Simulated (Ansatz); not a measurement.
An Ansatz input:

```yaml
crystal:
  lattice:
    - [5.6507503497, 0.0, 0.0]
    - [-2.8253751749, 4.8936933532, 0.0]
    - [0.0, 0.0, 3.5088236237]
  atoms:
    - { symbol: In, position: [0.0, 0.0, 0.0] }
    - { symbol: In, position: [0.3333333333, 0.6666666667, 0.5] }
    - { symbol: In, position: [0.6666666667, 0.3333333333, 0.5] }
hamiltonian:
  xc: revpbe
  pseudopotentials:
    kind: paw
    azcp:
      In: "pseudopotentials/In.paw.azcp"
basis:
  ecutwfc: 420
  fft_grid_basis: typed
kpoints:
  mp_grid: { grid: [8, 8, 11], shift: [0, 0, 0] }
magnetization:
  spin_polarized: false
scf:
  occupations: { method: fermi_dirac, width: 0.1 }
  lower_state_search: "off"
output:
  stress: true
```

Output

```
Engine: ansatz 0.2.0, aarch64-unknown-linux-gnu
Pseudopotentials: kind: paw
Pseudopotential: In, paw, valence charge 13, recommended cutoff 420 eV (normal) 
Functional definition: revPBE
  parameter kappa = 1.245
  parameter beta = 0.06672455060314922
  exchange = pbe_x(kappa = kappa, mu = beta*pi^2/3)
  correlation = pbe_c(beta = beta)
Crystal: 3 atoms, lattice volume = 97.030 Å³
Basis set: ecut = 420 eV, 1883 PW (Γ)
Bands: 24, of which v1, the nominal top of the filled ones, is band 20 counted from 1 (19 counted from 0)
Symmetry: 24 space group operations
Space group: P6/mmm (ITA 191), of the structure as read, at distance tolerance 4.6e-5 Å
k-points: 60 of 704
Non-local potential: In, projectors of the file, l = 0: 2, l = 1: 2, l = 2: 2, l = 3: 2
PAW form: soft (Blöchl's): semilocal exchange-correlation on the pseudo side does not see the compensation charge
PAW frozen core: In, regenerated for the run's functional, and the local potential with it (the file was generated under x = pbe(κ = 0.804, μ = 0.2195149727645171), c = pbe(β = 0.06672455060314922))
PAW one-centre angular grid: In, 590 points (default); XC on 64 Gauss nodes
Initial density: superposition of atomic densities (neutral atoms: chi_scale 0, normalization atom), corrected by the library's trained network
Initial wavefunctions: pseudopotential atomic-orbital guess
Functional: x = revpbe(κ = 1.245, μ = 0.2195149727645171), c = pbe(β = 0.06672455060314922)
SCF iter   1: F=—  HF=-16811.392637 eV  |F-HF|=—  |Δ(HF+E_count)|=         —  Δρ=2.82e-3  dr2=6.74e-3  ethr=1.77e-3  ⟨swp⟩=5.7  Hψ=6245  notcnv=0
SCF iter   2: F=—  HF=-16811.388999 eV  |F-HF|=—  |Δ(HF+E_count)|=   3.64e-3  Δρ=7.84e-4  dr2=1.27e-3  ethr=1.73e-5  ⟨swp⟩=2.0  Hψ=2844  notcnv=0
SCF iter   3: F=—  HF=-16811.388911 eV  |F-HF|=—  |Δ(HF+E_count)|=   8.87e-5  Δρ=4.04e-4  dr2=4.13e-4  ethr=3.25e-6  ⟨swp⟩=1.5  Hψ=1484  notcnv=0
SCF iter   4: F=—  HF=-16811.388860 eV  |F-HF|=—  |Δ(HF+E_count)|=   5.08e-5  Δρ=8.80e-5  dr2=9.21e-6  ethr=1.06e-6  ⟨swp⟩=2.0  Hψ=1736  notcnv=0
SCF iter   5: F=—  HF=-16811.388855 eV  |F-HF|=—  |Δ(HF+E_count)|=   4.46e-6  Δρ=2.39e-5  dr2=5.45e-7  ethr=2.36e-8  ⟨swp⟩=3.0  Hψ=2761  notcnv=0
SCF iter   6: F=-16811.388855 eV  HF=-16811.388855 eV  |F-HF|=3.84e-9  |Δ(HF+E_count)|=   1.07e-7  Δρ=4.66e-6  dr2=2.94e-8  ethr=2.56e-10  ⟨swp⟩=4.5  Hψ=5187  notcnv=0
SCF 1 converged in 6 iterations: F = -16811.388855 eV  dr2 = 2.94e-8
SCF converged after 6 iterations
Free energy (F): -16811.388855 eV
Harris-Foulkes:  -16811.388855 eV  (|F-HF|=3.84e-9)
Internal energy: -16811.320704 eV  (E = F + TS)
E sigma→0 (E₀):  -16811.354780 eV
Entropy (-TS):   -0.068152 eV (-22.717 meV/atom)
Fermi energy:    7.739143 eV
--- Per-component energies (eV) ---
  E_band       = -165.955122
  E_kinetic    = 717.875775
  E_local      = -3617.923439  (includes V_loc(G=0)·N_el)
  E_nonlocal   = 1097.141274
  E_hartree    = 1413.260446
  E_xc         = -646.401661
  E_vxc        = -295.092800  (∫ρ·V_xc dr)
  E_paw        = -12472.478635  (= ΣΔE_a)
  E_vpaw       = -894.482169  (= ΣTr[D̂ρ^β])
  E_aug_tail   = 0.000077  (compensation charges beyond the density's cutoff)
  E_ewald      = -3302.939506
  E_core_change = 0.144965  (= ΣΔE_core)
  E_smearing   = -0.068152  (= −TS)
  E_closure    = -0.000000  (closes the sum)
  Σ components = -16811.388855   (vs F -16811.388855, Δ=0.00e0)
--- Stress (GPa, compression-positive) ---
       -2.313316       0.000000       0.000000
        0.000000      -2.313316       0.000000
        0.000000       0.000000      -2.519232
  P = ⅓ Tr σ = -2.3820 GPa (-23.820 kbar)
```
